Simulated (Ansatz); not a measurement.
# As in Ru(0001), 2x2: scattering by a point defect

Wanted: the reflection from a plane of defects, As in Ru(0001), 2x2, and the resistivity it implies.

Main program and level: Ansatz 0.2.0; Ansatz plane-wave DFT, PBE, PAW files; ballistic transport by layer matching (Landauer), zero bias; PAW set soft_1, in the first sound run; inputs show where later runs differ.

## (1) Set-up

The cell holds 64 atoms: 63 Ru and 1 As. Cell: a = 5.412 Å, b = 5.412 Å, c = 34.255 Å, α = 90.0°, β = 90.0°, γ = 120.0°. It derives from Ru. Regions: lead, 40 atoms (40 Ru); scattering region, 24 atoms (23 Ru and 1 As). The structure is stacked along c, and the current runs across the ab planes.

## (2) Transmission at ideal sites

The defect sits in one plane of the supercell, all atoms on ideal sites; the layers about the cell's end are the lead. The mesh across the current, 12×12, is finer than the density's, because channels open and close sharply across the zone. Energies from -0.1 to 0.1 eV in steps of 0.05 eV are too few for the program's thermal sum, so it prints no conductance; for a metal the transmission near the Fermi level serves, at a fraction of the cost.

The input, input.yaml:

```yaml
crystal:
  lattice:
    - [5.4116, 0.0, 0.0]
    - [-2.7058, 4.6865830751, 0.0]
    - [0.0, 0.0, 34.2552]
  atoms:
    - { symbol: Ru, position: [0.1666666667, 0.3333333333, 0.03125] }
    - { symbol: Ru, position: [0.1666666667, 0.8333333333, 0.03125] }
    - { symbol: Ru, position: [0.6666666667, 0.3333333333, 0.03125] }
    - { symbol: Ru, position: [0.6666666667, 0.8333333333, 0.03125] }
    - { symbol: Ru, position: [0.3333333333, 0.1666666667, 0.09375] }
    - { symbol: Ru, position: [0.3333333333, 0.6666666667, 0.09375] }
    - { symbol: Ru, position: [0.8333333333, 0.1666666667, 0.09375] }
    - { symbol: Ru, position: [0.8333333333, 0.6666666667, 0.09375] }
    - { symbol: Ru, position: [0.1666666667, 0.3333333333, 0.15625] }
    - { symbol: Ru, position: [0.1666666667, 0.8333333333, 0.15625] }
    - { symbol: Ru, position: [0.6666666667, 0.3333333333, 0.15625] }
    - { symbol: Ru, position: [0.6666666667, 0.8333333333, 0.15625] }
    - { symbol: Ru, position: [0.3333333333, 0.1666666667, 0.21875] }
    - { symbol: Ru, position: [0.3333333333, 0.6666666667, 0.21875] }
    - { symbol: Ru, position: [0.8333333333, 0.1666666667, 0.21875] }
    - { symbol: Ru, position: [0.8333333333, 0.6666666667, 0.21875] }
    - { symbol: Ru, position: [0.1666666667, 0.3333333333, 0.28125] }
    - { symbol: Ru, position: [0.1666666667, 0.8333333333, 0.28125] }
    - { symbol: Ru, position: [0.6666666667, 0.3333333333, 0.28125] }
    - { symbol: Ru, position: [0.6666666667, 0.8333333333, 0.28125] }
    - { symbol: Ru, position: [0.3333333333, 0.1666666667, 0.34375] }
    - { symbol: Ru, position: [0.3333333333, 0.6666666667, 0.34375] }
    - { symbol: Ru, position: [0.8333333333, 0.1666666667, 0.34375] }
    - { symbol: Ru, position: [0.8333333333, 0.6666666667, 0.34375] }
    - { symbol: Ru, position: [0.1666666667, 0.3333333333, 0.40625] }
    - { symbol: Ru, position: [0.1666666667, 0.8333333333, 0.40625] }
    - { symbol: Ru, position: [0.6666666667, 0.3333333333, 0.40625] }
    - { symbol: Ru, position: [0.6666666667, 0.8333333333, 0.40625] }
    - { symbol: Ru, position: [0.3333333333, 0.1666666667, 0.46875] }
    - { symbol: Ru, position: [0.3333333333, 0.6666666667, 0.46875] }
    - { symbol: Ru, position: [0.8333333333, 0.1666666667, 0.46875] }
    - { symbol: Ru, position: [0.8333333333, 0.6666666667, 0.46875] }
    - { symbol: As, position: [0.1666666667, 0.3333333333, 0.53125] }
    - { symbol: Ru, position: [0.1666666667, 0.8333333333, 0.53125] }
    - { symbol: Ru, position: [0.6666666667, 0.3333333333, 0.53125] }
    - { symbol: Ru, position: [0.6666666667, 0.8333333333, 0.53125] }
    - { symbol: Ru, position: [0.3333333333, 0.1666666667, 0.59375] }
    - { symbol: Ru, position: [0.3333333333, 0.6666666667, 0.59375] }
    - { symbol: Ru, position: [0.8333333333, 0.1666666667, 0.59375] }
    - { symbol: Ru, position: [0.8333333333, 0.6666666667, 0.59375] }
    - { symbol: Ru, position: [0.1666666667, 0.3333333333, 0.65625] }
    - { symbol: Ru, position: [0.1666666667, 0.8333333333, 0.65625] }
    - { symbol: Ru, position: [0.6666666667, 0.3333333333, 0.65625] }
    - { symbol: Ru, position: [0.6666666667, 0.8333333333, 0.65625] }
    - { symbol: Ru, position: [0.3333333333, 0.1666666667, 0.71875] }
    - { symbol: Ru, position: [0.3333333333, 0.6666666667, 0.71875] }
    - { symbol: Ru, position: [0.8333333333, 0.1666666667, 0.71875] }
    - { symbol: Ru, position: [0.8333333333, 0.6666666667, 0.71875] }
    - { symbol: Ru, position: [0.1666666667, 0.3333333333, 0.78125] }
    - { symbol: Ru, position: [0.1666666667, 0.8333333333, 0.78125] }
    - { symbol: Ru, position: [0.6666666667, 0.3333333333, 0.78125] }
    - { symbol: Ru, position: [0.6666666667, 0.8333333333, 0.78125] }
    - { symbol: Ru, position: [0.3333333333, 0.1666666667, 0.84375] }
    - { symbol: Ru, position: [0.3333333333, 0.6666666667, 0.84375] }
    - { symbol: Ru, position: [0.8333333333, 0.1666666667, 0.84375] }
    - { symbol: Ru, position: [0.8333333333, 0.6666666667, 0.84375] }
    - { symbol: Ru, position: [0.1666666667, 0.3333333333, 0.90625] }
    - { symbol: Ru, position: [0.1666666667, 0.8333333333, 0.90625] }
    - { symbol: Ru, position: [0.6666666667, 0.3333333333, 0.90625] }
    - { symbol: Ru, position: [0.6666666667, 0.8333333333, 0.90625] }
    - { symbol: Ru, position: [0.3333333333, 0.1666666667, 0.96875] }
    - { symbol: Ru, position: [0.3333333333, 0.6666666667, 0.96875] }
    - { symbol: Ru, position: [0.8333333333, 0.1666666667, 0.96875] }
    - { symbol: Ru, position: [0.8333333333, 0.6666666667, 0.96875] }
kpoints:
  mp_grid: { grid: [5, 5, 1] }
hamiltonian:
  xc: pbe
  pseudopotentials: { kind: paw, azcp: { folder: soft_1 } }
scf:
  occupations: { method: fermi_dirac, width: 0.1 }
output:
  transmission: { leads: [[0, 8]], kmesh: [12, 12], e_range: [-0.1, 0.1], de: 0.05 }
  write_potential: true
  write_density: true
  volumetric_format: npy
  elf: true
```

Launch:

```sh
$ ansatz run input.yaml --threads 4 --pin off --max-ram 15360MiB --backend cpu --events-out ev --progress --plain --runs-dir out
```

Numbers of over 12 decimals in the logs are rounded to 6 here.

Output:

```text
Engine: ansatz 0.2.0, x86_64-unknown-linux-gnu
Pseudopotentials: kind: paw
Pseudopotential: Ru, paw, valence charge 16, recommended cutoff 420 eV (normal), soft_1/Ru.paw.azcp
Pseudopotential: As, paw, valence charge 15, recommended cutoff 420 eV (normal), soft_1/As.paw.azcp
Functional definition: PBE
  parameter kappa = 0.804
  parameter beta = 0.066725
  exchange = pbe_x(kappa = kappa, mu = beta*pi^2/3)
  correlation = pbe_c(beta = beta)
Crystal: 64 atoms, lattice volume = 868.777 Å³
Basis set: ecut = 420 eV, 16909 PW (Γ)
Bands: 614, of which v1, the nominal top of the filled ones, is band 512 counted from 1 (511 counted from 0)
Symmetry: 12 space group operations
Space group: P-6m2 (ITA 187), of the structure as read, at distance tolerance 9.5e-5 Å
k-points: 5 of 25 (time reversal used)
Non-local potential: Ru, projectors of the file, l = 0: 3, l = 1: 2, l = 2: 2, l = 3: 1
Non-local potential: As, projectors of the file, l = 0: 2, l = 1: 2, l = 2: 3, l = 3: 1
PAW form: soft (Blöchl's): semilocal exchange-correlation on the pseudo side does not see the compensation charge
PAW one-centre angular grid: Ru, 590 points (default); XC on 64 Gauss nodes
PAW one-centre angular grid: As, 590 points (default); XC on 64 Gauss nodes
Initial density: superposition of atomic densities (chi_scale 0.1, normalization cell, long waves kept (reshape's long-wave potential 0.12 eV rms))
Initial wavefunctions: pseudopotential atomic-orbital guess
Functional: x = pbe(κ = 0.804, μ = 0.219515), c = pbe(β = 0.066725)
SCF iter   1: F=—  HF=-375254.475507 eV  |F-HF|=—  |Δ(HF+E_count)|=         —  Δρ=1.21e-1  dr2=2.20e2  ethr=3.10e-3  ⟨swp⟩=5.0  Hψ=9838  notcnv=0  defer=2
preconditioner: auto → Kerker (q_TF=auto, 2.804 Å⁻¹)  [metal: Δε(μ)=0.017 eV  Ē_g=5.324 eV  σ=0.100 eV  W_gap=0.04  n_scr=348 (ndim 8)  ℏωp=28.4 eV  f_vac=0.000  D(μ)=54.68/eV (n_scr^D=534)]
SCF iter   2: F=—  HF=-375223.893493 eV  |F-HF|=—  |Δ(HF+E_count)|=    3.06e1  Δρ=5.85e-2  dr2=6.52e1  ethr=3.10e-3  ⟨swp⟩=2.8  Hψ=6093  notcnv=0  defer=43
SCF iter   3: F=—  HF=-375215.681655 eV  |F-HF|=—  |Δ(HF+E_count)|=    8.21e0  Δρ=8.59e-3  dr2=5.52e-1  ethr=3.10e-3  ⟨swp⟩=2.4  Hψ=4729  notcnv=0  defer=43
SCF iter   4: F=—  HF=-375215.743212 eV  |F-HF|=—  |Δ(HF+E_count)|=   6.16e-2  Δρ=1.68e-3  dr2=3.66e-1  ethr=5.40e-5  ⟨swp⟩=1.0  Hψ=3535  notcnv=0  defer=43
SCF iter   5: F=—  HF=-375215.742468 eV  |F-HF|=—  |Δ(HF+E_count)|=   7.45e-4  Δρ=5.24e-4  dr2=8.71e-2  ethr=3.58e-5  ⟨swp⟩=1.0  Hψ=3027  notcnv=0  defer=43
SCF iter   6: F=—  HF=-375215.742554 eV  |F-HF|=—  |Δ(HF+E_count)|=   8.63e-5  Δρ=1.36e-4  dr2=8.49e-3  ethr=8.51e-6  ⟨swp⟩=1.0  Hψ=3027  notcnv=0  defer=43
SCF iter   7: F=—  HF=-375215.742473 eV  |F-HF|=—  |Δ(HF+E_count)|=   8.05e-5  Δρ=4.58e-5  dr2=1.02e-3  ethr=8.30e-7  ⟨swp⟩=2.0  Hψ=3058  notcnv=0  defer=43
SCF iter   8: F=—  HF=-375215.742448 eV  |F-HF|=—  |Δ(HF+E_count)|=   2.58e-5  Δρ=2.04e-5  dr2=1.23e-4  ethr=9.94e-8  ⟨swp⟩=2.0  Hψ=3057  notcnv=0  defer=43
SCF iter   9: F=—  HF=-375215.742465 eV  |F-HF|=—  |Δ(HF+E_count)|=   1.77e-5  Δρ=4.29e-6  dr2=6.29e-6  ethr=1.20e-8  ⟨swp⟩=1.0  Hψ=3027  notcnv=0  defer=43
SCF iter  10: F=—  HF=-375215.744801 eV  |F-HF|=—  |Δ(HF+E_count)|=   2.34e-3  Δρ=1.47e-6  dr2=1.06e-7  ethr=6.15e-10  ⟨swp⟩=1.0  Hψ=3027  notcnv=0  defer=43
SCF iter  11: F=-375215.744801 eV  HF=-375215.744801 eV  |F-HF|=3.10e-8  |Δ(HF+E_count)|=   3.43e-9  Δρ=2.96e-7  dr2=3.11e-8  ethr=9.78e-12  ⟨swp⟩=7.4  Hψ=6717  notcnv=0
SCF 1 converged in 11 iterations: F = -375215.744801 eV  dr2 = 3.11e-8
  greatest PAW one-centre occupation: 1.000 electrons in one spin orbital (limit 2), on the Ru atom at site 39 (counted from 0), in its partial waves of l = 0
transmission: 120 of 1197 steps passed
transmission: 240 of 1197 steps passed
[...]
transmission: 1197 of 1197 steps passed
SCF converged after 11 iterations
Free energy (F): -375215.744801 eV
Harris-Foulkes:  -375215.744801 eV  (|F-HF|=3.10e-8)
Internal energy: -375213.637736 eV  (E = F + TS)
E sigma→0 (E₀):  -375214.691268 eV
Entropy (-TS):   -2.107065 eV (-32.923 meV/atom)
Fermi energy:    23.286557 eV
--- Per-component energies (eV) ---
  E_band       = -3657.598150
  E_kinetic    = 29115.423841
  E_local      = -81420.997036  (includes V_loc(G=0)·N_el)
  E_nonlocal   = 25603.321575
  E_hartree    = 27410.053746
  E_xc         = -10792.226351
  E_vxc        = -13633.978225  (∫ρ·V_xc dr)
  E_paw        = -222614.165454  (= ΣΔE_a)
  E_vpaw       = -18141.512024  (= ΣTr[D̂ρ^β])
  E_aug_tail   = 0.039424  (compensation charges beyond the density's cutoff)
  E_ewald      = -142515.087480
  E_smearing   = -2.107065  (= −TS)
  E_closure    = 0.000000  (closes the sum)
  Σ components = -375215.744801   (vs F -375215.744801, Δ=0.00e0)
--- Band table (eV; the first three rows and the last of 5) ---
  k-point 0: bands = [... 508 lower, 24.0382, 24.0516, 24.0571, 24.0571, 24.0843, 24.1500, 24.1500, 24.2221, ... 98 higher]
  k-point 1: bands = [... 508 lower, 23.5564, 23.6064, 23.7727, 23.7879, 23.8159, 23.8238, 23.8292, 23.8335, ... 98 higher]
  k-point 2: bands = [... 508 lower, 23.0112, 23.0397, 23.0798, 23.1190, 23.1255, 23.2371, 23.2426, 23.3273, ... 98 higher]
  k-point 4: bands = [... 508 lower, 22.9259, 22.9436, 22.9715, 23.0498, 23.1536, 23.1807, 23.2570, 23.2824, ... 98 higher]
--- Transmission ---
  basis      : 223 plane waves across, 63 finite elements along
  points     : 19, standing for a mesh of 12 x 12
  energies   : 5 from -0.100000 to 0.100000 eV about the Fermi level, 0.050000 eV apart; the leads are filled to 0.000000 eV, and channels, transmission and decay are at 0.000000 eV
  crystal 0  : Ru8, at the sites [0, 8], period 4.2819 Å, over 32.11 Å; its Hamiltonian steps by up to 2.5 meV
    offset         : up to 0.0000 Å between an atom of the period and one for which it stands
    channels       : 5.930556e0 a spin
    conductance    : none, the energies end too early or step too widely for 300 K: set another output.transmission.e_range or a lower de, or, where they end at an eighth of basis.ecutwfc, a higher one
  junction   : crystal 0 to crystal 0, 1.44 to 31.42 Å
    transmission   : 3.319247e0 a spin
    conductance    : none, the energies end too early or step too widely for 300 K: set another output.transmission.e_range or a lower de, or, where they end at an eighth of basis.ecutwfc, a higher one
```

The job ended after 3 min (4 threads of Intel Xeon Platinum 8488C (Sapphire Rapids), shared host; peak memory 8.2 GiB).

The column dr2 measures how far the density is from self-consistency, as an energy; F and HF (Harris–Foulkes) agree once it is small.

This run has no spin polarisation although its electron count is odd.

Numbers from this step:

- free energy: -375215.7448 eV
- energy at zero smearing: -375214.6913 eV
- Fermi energy: 23.29 eV
- cell area: 25.36 Å²
- transmission per spin nearest the Fermi level: 3.319
- open channels per spin nearest the Fermi level: 5.931
- step of the lead's potential: 2.5 meV

Per spin. The transmission, zone mean by energy, zero at the Fermi level:

| energy (eV) | transmission, zone mean |
| --- | --- |
| -0.1000 | 3.33 |
| -0.0500 | 3.42 |
| 0.0000 | 3.32 |
| 0.0500 | 3.26 |
| 0.1000 | 3.10 |

Per spin. Open channels, zone mean, lead against energy, zero at the Fermi level:

| energy (eV) | open channels, zone mean, lead |
| --- | --- |
| -0.1000 | 5.64 |
| -0.0500 | 6.01 |
| 0.0000 | 5.93 |
| 0.0500 | 5.64 |
| 0.1000 | 5.22 |

Transmission over k1 and k2. At 0.0000 eV from the Fermi level.

Ten even steps from '0' (1.28) to '9' (8.28):
```
231111322112
112212211101
112433421111
111347431112
212379973212
332449994423
221237997321
121113474311
111112433421
110111221221
221122311113
321112321112
```
Columns: k1 (b1) from -0.5 to 0.417; rows upwards: k2 (b2) from -0.5 to 0.417.

Open channels over k1 and k2. At 0.0000 eV from the Fermi level.

Values, 12 rows by 12 columns:
```
 6.0  7.0  5.0  4.0  4.0  5.0  7.0  6.0  7.0  5.0  5.0  7.0
 4.0  5.0  5.0  5.0  5.0  5.0  5.0  5.0  4.0  5.0  4.0  5.0
 3.0  4.0  5.0  7.0  7.0  7.0  7.0  5.0  4.0  3.0  5.0  5.0
 4.0  4.0  5.0  7.0  7.0 11.0  7.0  7.0  5.0  4.0  4.0  7.0
 6.0  5.0  5.0  7.0 11.0 12.0 12.0 11.0  7.0  5.0  5.0  6.0
 6.0  7.0  5.0  7.0  7.0 12.0 12.0 12.0  7.0  7.0  5.0  7.0
 6.0  6.0  5.0  5.0  7.0 11.0 12.0 12.0 11.0  7.0  5.0  5.0
 4.0  7.0  4.0  4.0  5.0  7.0  7.0 11.0  7.0  7.0  5.0  4.0
 3.0  5.0  5.0  3.0  4.0  5.0  7.0  7.0  7.0  7.0  5.0  4.0
 4.0  5.0  4.0  5.0  4.0  5.0  5.0  5.0  5.0  5.0  5.0  5.0
 6.0  7.0  5.0  5.0  7.0  6.0  7.0  5.0  4.0  4.0  5.0  7.0
 6.0  6.0  4.0  3.0  4.0  6.0  6.0  6.0  4.0  3.0  4.0  6.0
```
Columns: k1 (b1) from -0.5 to 0.417; rows upwards: k2 (b2) from -0.5 to 0.417.

ELF in the ca plane at fractional y = 0.333, with atoms of Ru and As within 0.2 Å of it. It is the smooth field of the valence electrons, not physical close to the nuclei.

Values, 8 rows by 16 columns, each cell a mean:
```
0.27 0.27 0.34 0.30 0.28 0.28 0.29 0.35 0.29 0.34 0.26 0.39 0.26 0.27 0.26 0.39
0.43 0.34 0.28 0.28 0.38 0.39 0.28 0.29 0.33 0.45 0.28 0.29 0.29 0.46 0.29 0.29
0.55 0.43 0.30 0.29 0.50 0.50 0.29 0.30 0.43 0.55 0.31 0.29 0.35 0.57 0.35 0.29
0.45 0.34 0.27 0.28 0.39 0.40 0.27 0.28 0.34 0.46 0.28 0.27 0.30 0.48 0.30 0.27
0.27 0.27 0.34 0.30 0.28 0.28 0.29 0.35 0.28 0.33 0.26 0.39 0.26 0.27 0.26 0.39
0.43 0.34 0.28 0.28 0.38 0.39 0.28 0.27 0.46 0.48 0.33 0.29 0.30 0.46 0.29 0.29
0.55 0.43 0.30 0.29 0.50 0.50 0.29 0.30 0.45 0.22 0.44 0.29 0.35 0.57 0.36 0.29
0.45 0.34 0.28 0.28 0.39 0.40 0.28 0.27 0.46 0.46 0.34 0.27 0.30 0.47 0.30 0.27
```
Columns run along c (16.0 Å, from fractional 0.27 to 0.73 of the cell), rows up along a (5.4 Å). Atoms in or near the plane, at fractional coordinates: Ru at (0.28, 0.17), Ru at (0.28, 0.67), Ru at (0.41, 0.17), Ru at (0.41, 0.67), As at (0.53, 0.17), Ru at (0.53, 0.67), Ru at (0.66, 0.17), Ru at (0.66, 0.67).

Valence density in the ca plane at fractional y = 0.333, with atoms of Ru and As within 0.2 Å of it. It is the smooth field of the valence electrons, not physical close to the nuclei.

Values in e/Å³, 8 rows by 16 columns, each cell a mean:
```
 0  0  1  1  0  0  1  1  0  0  0  1  0  0  0  1
 3  1  1  1  2  2  0  1  1  3  0  1  1  3  1  1
 8  3  0  0  6  6  0  0  3  8  1  0  1  9  1  0
 3  1  1  0  2  2  0  1  1  3  0  1  1  3  1  1
 0  0  1  1  0  0  1  1  0  0  0  1  0  0  0  1
 3  1  1  1  2  2  0  1  1  2  0  1  1  3  1  1
 8  3  0  0  6  6  0  0  3 16  0  0  1  9  1  0
 3  1  1  0  2  2  0  1  1  3  0  1  1  3  1  1
```
Columns run along c (16.0 Å, from fractional 0.27 to 0.73 of the cell), rows up along a (5.4 Å). Atoms in or near the plane, at fractional coordinates: Ru at (0.28, 0.17), Ru at (0.28, 0.67), Ru at (0.41, 0.17), Ru at (0.41, 0.67), As at (0.53, 0.17), Ru at (0.53, 0.67), Ru at (0.66, 0.17), Ru at (0.66, 0.67).

Electrostatic potential energy in the ca plane at fractional y = 0.333, with atoms of Ru and As within 0.2 Å of it. With pseudopotentials it is smooth inside the atoms' cores, unlike the true potential.

Values in eV, 8 rows by 16 columns, each cell a mean:
```
 20  22   3  10  21  21  11   2  21  20  17  -3  21  20  21  -3
-14   7  15  18  -3  -5  18  15   7 -14  19  13  16 -18  16  13
-57 -19  23  22 -39 -41  22  23 -17 -58  16  23   3 -65   3  23
-18   4  17  19  -7  -8  19  17   5 -18  19  16  15 -23  15  16
 20  22   3  10  21  21  11   2  21  20  17  -3  21  20  21  -3
-14   7  15  18  -3  -5  18  15  14  11  18  13  16 -18  16  13
-57 -19  23  22 -39 -41  22  23  14  19  18  23   3 -65   3  23
-18   5  17  19  -7  -8  19  17  14  11  19  15  15 -23  15  16
```
Columns run along c (16.0 Å, from fractional 0.27 to 0.73 of the cell; values clipped at the 3rd and 97th percentile), rows up along a (5.4 Å). Atoms in or near the plane, at fractional coordinates: Ru at (0.28, 0.17), Ru at (0.28, 0.67), Ru at (0.41, 0.17), Ru at (0.41, 0.67), As at (0.53, 0.17), Ru at (0.53, 0.67), Ru at (0.66, 0.17), Ru at (0.66, 0.67).

Over the solved energies the transmission per spin lies between 3.10 and 3.42, out of 5.69 channels of the lead on average (up to 6.01).

## (3) Resistance at ideal sites

This step: Ansatz plane-wave DFT, PBE, PAW files; ballistic transport by layer matching (Landauer), zero bias; area resistance of the defect plane and resistivity an atomic per cent; PAW set soft_1 (Ansatz 0.2.0).

Numbers from this step:

```
area resistance                                                                                 : 0.4240 fΩ m²
T over the leads' mean channel count                                                            : 0.5684
resistivity per at.% scaled from this dense plane, with the factor 3/4 for isotropic scattering : 5.942 µΩ cm
```

Averaged over the energies near the Fermi level, 56.8 % of the channels pass, which makes 0.424 fΩ m².

By hand, with T and the leads' channels N averaged over the energies near the Fermi level: RA = A (h/2e²)(1/T − 1/N) = 25.36×10⁻²⁰ m² × 12 906 Ω × (1/3.332 − 1/5.861) = 0.424 fΩ m². Per atomic per cent: RA × A / V_atom × 0.01 × 3/4 = 5.94 µΩ cm, with the host's V_atom = 13.57 Å³.

(Continued in part 2 of 3.)

[Logs are printed without paths, hosts, clocks, repeated set-up lines and the standing remarks that a program may print on its own settings, such as how far it seeks lower states.]

[Hosts, paths, dates, database ids (printed as entryN), source tags and the programs' standing remarks are cut or masked in the printed files.]
